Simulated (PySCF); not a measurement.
TDDFT beside published excitation energies

Published values to compare with (the computed states carry no symmetry labels, so the two lists aren't matched line by line):

| state | E (eV) | f | kind of transition | source |
| --- | --- | --- | --- | --- |
| 3A2(π→π*) | 3.72 |  | vertical absorption | [1] |
| 3B2(π→π*) | 4.16 |  | vertical absorption | [1] |
| 1A2(π→π*) | 5.64 |  | vertical absorption | [1] |
| 1B2(π→π*) | 6.49 |  | vertical absorption | [1] |
| 1B2(π→π*) | 7.64 |  | vertical absorption | [1] |
| 1A2(π→π*) | 7.71 |  | vertical absorption | [1] |

[1] computed, CC3/TZVP, gas; arXiv:2401.06101 (2024), CC3 reference column of Thiel's set

Compound: norbornadiene, C7H8.
InChI=1S/C7H8/c1-2-7-4-3-6(1)5-7/h1-4,6-7H,5H2/t6-,7+

Method used: TDDFT CAM-B3LYP/def2-SVPD, vertical, gas phase, core orbitals frozen in the response in PySCF 2.14.0, density-fitted response routines. Geometry: GFN2-xTB; no solvent, vibrations or thermal averaging.

Computed singlets: 5.14 eV (f 0.000); 6.15 eV (f 0.025); 6.48 eV (f 0.018); 7.09 eV (f 0.036); 7.13 eV (f 0.175); 7.27 eV (f 0.000); 7.49 eV (f 0.000); 7.49 eV (f 0.000). Computed triplets (Tamm–Dancoff): 3.52, 4.13, 6.08 eV.

Task: How does the lowest computed singlet compare with the best estimate listed for the lowest singlet (vertical absorption)?

Result: 5.14 eV against 5.64 eV for 1A2(π→π*) [1]: a difference of -0.50 eV. Geometry and basis of the two calculations needn't be the same.

Task: How does the lowest computed triplet compare with the best estimate listed for the lowest triplet (vertical absorption)?

Result: 3.52 eV against 3.72 eV for 3A2(π→π*) [1]: a difference of -0.20 eV. Geometry and basis of the two calculations needn't be the same.
